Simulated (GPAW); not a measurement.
Here is a GPAW 26.7.0 calculation.

Contents of run.py:

```python
import numpy as np
from ase.dft.bandgap import bandgap
from ase.io import read, write
from ase.units import GPa
from gpaw import GPAW, PW, setup_paths
from gpaw.spinorbit import soc_eigenstates

setup_paths.insert(0, '.')

atoms = read('CdS.xyz')

calc = GPAW(mode=PW(600),
            xc='PBEsol',
            kpts={'size': (5, 5, 3), 'gamma': True},
            occupations={'name': 'fermi-dirac', 'width': 0.05},
            nbands=31,
            convergence={'density': 1e-05, 'energy': 1e-05},
            maxiter=150,
            txt='gpaw.txt')
atoms.calc = calc
energy = atoms.get_potential_energy()
forces = atoms.get_forces()
stress = atoms.get_stress()
calc.write('gs.gpw')
write('result.traj', atoms)
print(f'Energy: {energy:.6f} eV')
print('Forces (eV/A):')
print(forces.round(4))
print('Stress (GPa):', (stress / GPa).round(3))
print('Fermi level:', round(calc.get_fermi_level(), 4), 'eV')
print(f'Gap: {bandgap(calc)[0]:.4f} eV, direct: {bandgap(calc, direct=True)[0]:.4f} eV')

path = atoms.cell.bandpath('GMKGALHA,LM,KH', npoints=60, eps=1e-4)
bs_calc = calc.fixed_density(kpts=path, symmetry='off', nbands=51,
                             convergence={'bands': 'CBM+6.0', 'eigenstates': 1e-6}, txt='bands.txt')
bs = bs_calc.band_structure()
bs.write('bs.json')
print(f'Gap on the path: {bandgap(bs_calc)[0]:.4f} eV')

soc = soc_eigenstates(bs_calc, theta=0, phi=0)
np.savetxt('soc_bands.dat', soc.eigenvalues(), fmt='%.4f')
mesh = soc_eigenstates('gs.gpw', theta=0, phi=0)
np.savetxt('soc_mesh.dat', mesh.eigenvalues(), fmt='%.4f')
print('Fermi level with spin-orbit coupling:', round(mesh.fermi_level, 4), 'eV')
```

CdS.xyz

```xyz
4
Lattice="4.1500000000 0.0000000000 0.0000000000 -2.0750000000 3.5940054257 0.0000000000 0.0000000000 0.0000000000 6.7370000000" Properties=species:S:1:pos:R:3 pbc="T T T"
Cd     2.0750000002      1.1980018084      3.3685000000
Cd    -0.0000000002      2.3960036173      0.0000000000
S      2.0750000002      1.1980018084      5.8948750000
S     -0.0000000002      2.3960036173      2.5263750000
```

Potentials or basis: PAW data sets generated in the run's folder for this functional, pw.

Run with:

```sh
$ gpaw-setup -f PBEsol Cd S
$ OMP_NUM_THREADS=1 python run.py
```

(1) Estimate the band gap on the k mesh.

(2) Predict the band gap along the path.

## Answers

(1) 1.02 eV, direct.

(2) 1.02 eV, direct.

Caveat: spin-orbit coupling was added after a scalar SCF, so levels and gaps hold it while energy, forces, pressure and moments don't; this program's spin-orbit splittings come out too wide for heavy elements.

**The experiment to reproduce.**

From “Isotope dependence of band-gap energy”, 2008, arxiv:0807.2152, for a bulk crystal of CdS: band gap 2.5809 ± 0.0002 eV.

Measured gap of CdS: 2.5809 eV (quoted in “Isotope dependence of band-gap energy”, 2008, arxiv:0807.2152). This calculation gives 1.02 eV (-1.56 eV). So large a miss can be the level of theory's own, or it may mean another phase, state or a wrong row. The value is that of PBEsol, without temperature or zero-point motion. Semilocal functionals fall short of measured gaps as a rule.
